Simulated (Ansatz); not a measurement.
Computed properties of Li

```
CELL_PARAMETERS angstrom
0.00000 2.20200 2.20200
2.20200 0.00000 2.20200
2.20200 2.20200 0.00000
ATOMIC_POSITIONS crystal
Li 0.00000 0.00000 0.00000
```

The cell is COD entry 9008473, as deposited and not checked against the literature; nothing was relaxed.

The calculation used Ansatz 0.2.0, DFT, PBE, all-electron LAPW, scalar-relativistic.

The runs use a Γ-centred 16×16×16 k mesh, Fermi–Dirac smearing of 0.05 eV, basis error target 0.5 meV/atom, no spin polarisation.

```yaml
Pressure_at_this_cell: -0.70 GPa
Band_gap: "none: with an odd electron count and no spin polarisation the bands can't all be full, a metal in this set-up (spin order or a larger cell could open a gap)"
Density_of_states_at_the_Fermi_level_0.2_eV_bin: 0.53 states/eV per cell
Volume_per_atom: 21.35 Å³
```
